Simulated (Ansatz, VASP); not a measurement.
## MoS2: VASP beside Ansatz

POSCAR

```
MoS2
1.0
    3.2274650000      0.0000000000      0.0000000000
   -1.6137320000      2.7950660000      0.0000000000
    0.0000000000      0.0000000000      6.3124730000
Mo S
1 2
Direct
    0.0000000000      0.0000000000      0.5000000000
    0.3333333333      0.6666666667      0.2553190000
    0.6666666667      0.3333333333      0.7446810000
```

Contents of INCAR.step1:

```
ALGO = Normal ; EDIFF = 1E-4
ENCUT = 520 ; GGA = PE
ISMEAR = 0 ; LASPH = T
LCHARG = F ; LREAL = F
LWAVE = T ; NBANDS = 20
NELM = 100 ; PREC = Accurate
SIGMA = 0.1
```

The input INCAR.step2:

```
ALGO = Normal ; EDIFF = 1E-7
ENCUT = 520 ; ISIF = 2
ISMEAR = 0 ; ISTART = 1
IVDW = 13 ; LASPH = T
LCHARG = F ; LMIXTAU = T
LREAL = F ; LWAVE = F
METAGGA = R2SCAN ; NBANDS = 20
NELM = 100 ; PREC = Accurate
SIGMA = 0.1 ; VDW_A1 = 0.51559235
VDW_A2 = 5.77342911 ; VDW_S6 = 1.0
VDW_S8 = 0.6018749
```

The input KPOINTS:

```
k-points
0
Gamma
  8 8 4
```

Input for Ansatz:

```yaml
crystal:
  lattice:
    - [3.227465, 0.0, 0.0]
    - [-1.613732, 2.795066, 0.0]
    - [0.0, 0.0, 6.312473]
  atoms:
    - { symbol: Mo, position: [0.0, 0.0, 0.5] }
    - { symbol: S, position: [0.3333333333333333, 0.6666666666666666, 0.255319] }
    - { symbol: S, position: [0.6666666666666666, 0.3333333333333333, 0.744681] }
basis:
  ecutwfc: 530.0
kpoints:
  mp_grid:
    grid: [8, 8, 4]
hamiltonian:
  xc: r2scan
  dispersion: d4
scf:
  n_extra_bands: 12
  occupations:
    method: gaussian
    width: 0.1
output:
  dos:
    de: 0.1
    method:
      smearing:
        sigma: 0.15
    projected: true
```

Measurements of this composition are mostly on another form, of space group No. 194.

Alike in both runs: task single point; functional r2SCAN; dispersion D4; k mesh 8 × 8 × 4; occupations gaussian, width 0.1 eV; no spin polarisation.

|  | VASP | Ansatz |
| --- | --- | --- |
| version | VASP 6.6.1 | Ansatz 0.2.0 |
| potentials or method | VASP PAW PBE potentials, release 64 (Mo_sv, S) | plane waves, PAW |
| plane-wave cutoff (eV) | 520 | 530 |
| valence electrons in the cell | 26 | 26 |

Ansatz gave:

```
gap on the k mesh at the Fermi level (eV) : none
dispersion energy (meV/atom)              : -146.8
```

**Question.** What did VASP give for the same quantities?

**Answer.** gap on the k mesh at the Fermi level (eV): none; dispersion energy (meV/atom): -146.7.

A gap of «none» marks a metal or a gap that the smearing closes.
